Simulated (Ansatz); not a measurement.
Write the native input for Ansatz 0.2.0 that does the following.

- Task: single point
- Functional: PBE
- Potentials or basis: Ansatz PAW
- Cutoff: 420 eV (not typed: the program's choice for these potentials)
- k mesh: 8 × 8 × 5
- Occupations: gaussian, width 0.027 eV
- Spin: no spin polarisation

The system is ZnS (Wurtzite-2H).

```xyz
4
Lattice="3.8110 0.0000 0.0000 -1.9055 3.3004 0.0000 0.0000 0.0000 6.2340" Properties=species:S:1:pos:R:3 pbc="T T T"
Zn    1.9055    1.1001    3.1170
Zn    0.0000    2.2003    0.0000
S     1.9055    1.1001    5.5171
S     0.0000    2.2003    2.4001
```

These files were run (other wordings do the same):

input.yaml

```yaml
crystal:
  lattice:
    - [3.811, 0.0, 0.0]
    - [-1.9055, 3.3004228138, 0.0]
    - [0.0, 0.0, 6.234]
  atoms:
    - { symbol: Zn, position: [0.6666666667, 0.3333333333, 0.5] }
    - { symbol: Zn, position: [0.3333333333, 0.6666666667, 0.0] }
    - { symbol: S, position: [0.6666666667, 0.3333333333, 0.885] }
    - { symbol: S, position: [0.3333333333, 0.6666666667, 0.385] }
hamiltonian:
  xc: pbe
  pseudopotentials: { kind: paw }
kpoints:
  mp_grid: { grid: [8, 8, 5] }
scf:
  occupations: { method: gaussian, width: 0.027 }
output:
  forces: true
  stress: true
  eigenvalues: true
```

Potentials or basis: Ansatz PAW.

Launch:

```sh
$ ansatz run input.yaml --threads 2 --pin off --max-ram 5632MiB --backend cpu --events-out ev --progress --plain --runs-dir out
```

Results of the run:

The pressure is 2.3 GPa and the largest force is 0.319 eV/Å. The band gap on the k mesh is 2.25 eV, direct.

Caveat: odd divisions of the mesh miss points on the zone boundary, where band edges often lie, so the gap on the mesh can be too wide.

It took 4.6 s on 2 threads of Intel(R) Xeon(R) Processor @ 2.50GHz (Skylake/Cascade Lake), on a shared host, peak memory 0.35 GiB.
